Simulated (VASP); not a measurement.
Input of a VASP 6.6.1 run:

Contents of POSCAR:

```
GaSb
1.0
    0.0000000000      3.0670332161      3.0670332161
    3.0670332161      0.0000000000      3.0670332161
    3.0670332161      3.0670332161      0.0000000000
  Ga              Sb
     1     1
Direct
     0.0000000000000000    0.0000000000000000    0.0000000000000000
     0.2500000000000000    0.2500000000000000    0.2500000000000000
```

The input INCAR.step1:

```
ALGO     = Normal         # electronic algorithm
EDIFF    = 1E-8           # SCF threshold, eV
EDIFFG   = -0.002         # ionic threshold
ENCUT    = 600            # plane-wave cutoff, eV
IBRION   = 2              # ionic algorithm
ISIF     = 3              # what is computed and relaxed
ISMEAR   = 0              # smearing method
LASPH    = T              # aspherical terms in the spheres
LCHARG   = F              # write CHGCAR
LMIXTAU  = T            
LREAL    = F              # projectors in reciprocal space
LWAVE    = F              # write WAVECAR
METAGGA  = R2SCAN         # meta-GGA
NELM     = 80             # most SCF steps
NSW      = 40             # ionic steps
PREC     = Accurate       # precision mode
SIGMA    = 0.03           # smearing width, eV
```

File INCAR.step2:

```
ALGO     = Normal         # electronic algorithm
EDIFF    = 1E-8           # SCF threshold, eV
ENCUT    = 600            # plane-wave cutoff, eV
IBRION   = 6              # ionic algorithm
ISIF     = 2              # what is computed and relaxed
ISMEAR   = 0              # smearing method
LASPH    = T              # aspherical terms in the spheres
LCHARG   = F              # write CHGCAR
LMIXTAU  = T            
LREAL    = F              # projectors in reciprocal space
LWAVE    = F              # write WAVECAR
METAGGA  = R2SCAN         # meta-GGA
NELM     = 80             # most SCF steps
NFREE    = 2            
NSW      = 1              # ionic steps
POTIM    = 0.015          # step
PREC     = Accurate       # precision mode
SIGMA    = 0.03           # smearing width, eV
```

Contents of KPOINTS:

```
k-points
0
Gamma
  10 10 10
```

Potentials or basis: VASP PAW PBE potentials, release 64 (Ga_d, Sb).

Launch:

```bash
$ cat potpaw_PBE.64/Ga_d/POTCAR potpaw_PBE.64/Sb/POTCAR > POTCAR
$ cp INCAR.step1 INCAR
$ mpirun -np 1 vasp_std > vasp.out
$ cp CONTCAR POSCAR
$ cp INCAR.step2 INCAR
$ mpirun -np 1 vasp_std > vasp.out
```

Problem. Estimate the highest phonon frequency at Γ, LO-TO splitting left out.

Solution. 226 cm⁻¹.

Phonon frequencies in cm⁻¹ (negative: imaginary):
```csv
q point,frequencies
"(0.000, 0.000, 0.000)",-1 -1 -1 226 226 226
```

 The run has no spin-orbit coupling, so splittings on Sb are missing.
